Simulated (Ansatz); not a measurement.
# Ir: the cost of one run

Program: Ansatz 0.2.0. Level of theory: DFT PBE, scalar-relativistic, plane waves, PAW. These are calculated values, not measurements.

3 further runs of the same task are left out: 3 that didn't finish.

## Step 1: The system as given

It takes space group P6_3/mmc (No. 194, hexagonal). The conventional cell has a = 2.748 Å, b = 2.748 Å, c = 4.453 Å, α = 90.00°, β = 90.00°, γ = 120.00°. Ir (site symmetry -6m2) has 12 Ir at 2.73 to 2.75 Å as nearest neighbours.

Coordinates:

```cif
data_structure
_symmetry_space_group_name_H-M 'P6_3/mmc'
_symmetry_Int_Tables_number 194
_cell_length_a 2.7481
_cell_length_b 2.7481
_cell_length_c 4.4534
_cell_angle_alpha 90.000
_cell_angle_beta 90.000
_cell_angle_gamma 120.000
_cell_volume 29.13
loop_
_atom_site_label
_atom_site_type_symbol
_atom_site_symmetry_multiplicity
_atom_site_Wyckoff_symbol
_atom_site_fract_x
_atom_site_fract_y
_atom_site_fract_z
_atom_site_occupancy
Ir1 Ir 2 d 0.33333 0.66667 0.75000 1
```

The cell was made up by rule, so the compound may not exist in this form.

This cell was relaxed beforehand with the same method: volume 14.56 Å³/atom, gap on the mesh none (metal).

## Step 2: Building the stacking ABABCBCAC (khhkhhkhh)

Close-packed layers are stacked in the order given (one atom a layer) and fully relaxed; h and k in a name mark layers with hexagonal and cubic surroundings. Energies count from the base stacking, -11935.2356 eV an atom.

The cell holds 9 Ir: a = 2.748 Å, b = 2.748 Å, c = 20.040 Å, α = 90.00°, β = 90.00°, γ = 120.00°.

## Step 3: The relaxation run

input.yaml

```yaml
crystal:
  lattice:
    - [2.7480528853, 0.0, 0.0]
    - [-1.3740264427, 2.3798836096, 0.0]
    - [0.0, 0.0, 20.0402996367]
  atoms:
    - { symbol: Ir, position: [0.0, 0.0, 0.0] }
    - { symbol: Ir, position: [0.3333333333, 0.6666666667, 0.1111111111] }
    - { symbol: Ir, position: [0.0, 0.0, 0.2222222222] }
    - { symbol: Ir, position: [0.3333333333, 0.6666666667, 0.3333333333] }
    - { symbol: Ir, position: [0.6666666667, 0.3333333333, 0.4444444444] }
    - { symbol: Ir, position: [0.3333333333, 0.6666666667, 0.5555555556] }
    - { symbol: Ir, position: [0.6666666667, 0.3333333333, 0.6666666667] }
    - { symbol: Ir, position: [0.0, 0.0, 0.7777777778] }
    - { symbol: Ir, position: [0.6666666667, 0.3333333333, 0.8888888889] }
basis:
  ecutwfc: 420
kpoints:
  mp_grid: { grid: [18, 18, 3] }
hamiltonian:
  xc: pbe
scf:
  occupations: { method: gaussian, width: 0.1 }
output:
  forces: true
  stress: true
  eigenvalues: true
  populations: true
relax:
  adjacent_minimum: "off"
  f_tol: 0.01
  max_steps: 45
  cell: { stress_tol: 0.05 }
```

Launch:

```bash
ansatz run input.yaml --threads 1 --pin off --max-ram 2560MiB --backend cpu --events-out ev --progress --plain --runs-dir out
```

Q: Estimate wall time and peak memory on 1 thread of Intel Xeon Platinum 8488C (Sapphire Rapids), shared host.

About 4.6 min, with a peak of 1 GiB.
